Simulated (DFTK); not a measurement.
# Au in DFTK: convergence with tol

The system is Au.

```
Au
1.0
     0.05952    2.03278    2.02390
     2.06284    0.03015    2.05328
     2.07413    2.07344    0.01886
Au
1
Direct
  0.99810 0.99583 0.01853
```

The cell isn't the ideal one: cell strained at random.

| Property | Result |
| --- | --- |
| Program | DFTK 0.8.2 |
| Task | convergence study |
| Functional | PBE |
| Potentials or basis | dojo.nc.sr.pbe.v0_5.stringent.upf (PBE) |
| Cutoff | 1034 eV |
| k mesh | 5 × 5 × 5 |
| Occupations | fermi-dirac, width 0.02 eV |
| Spin | no spin polarisation |

These are the settings of the first run; the series varies tol, with any setting tied to it.

Hardware: 1 thread of Intel(R) Xeon(R) Platinum 8559C (Emerald Rapids), with other jobs on the host.

Question: The values tried are 0.1, 0.01, 0.001, 0.0001, 1e-05, 1e-06, 1e-08, loosest first. From which on does the energy stay within 1 meV/atom of the tightest run that finished?

Answer: From 0.01 on.

```
   tol  energy less the tightest run, at zero smearing (meV/atom)  pressure (GPa)  SCF cycles
   0.1                                                      70.37          -76.72           2
  0.01                                                       0.27            5.42           3
 0.001                                                       0.01            8.67           5
0.0001                                                       0.00            9.97           6
 1e-05                                                       0.00            9.99           9
 1e-06                                                       0.00            9.99          10
 1e-08                                                       0.00            9.99          14
```

Against the tightest run, the pressure stays within 0.1 GPa from 0.0001 on. The tightest run that finished is the yardstick and may itself not be fully converged.

Caveat, for the tightest run too: the k mesh is coarse (spacing up to 0.55 Å⁻¹), so the values aren't converged. The run has no spin-orbit coupling, so splittings on Au are missing.
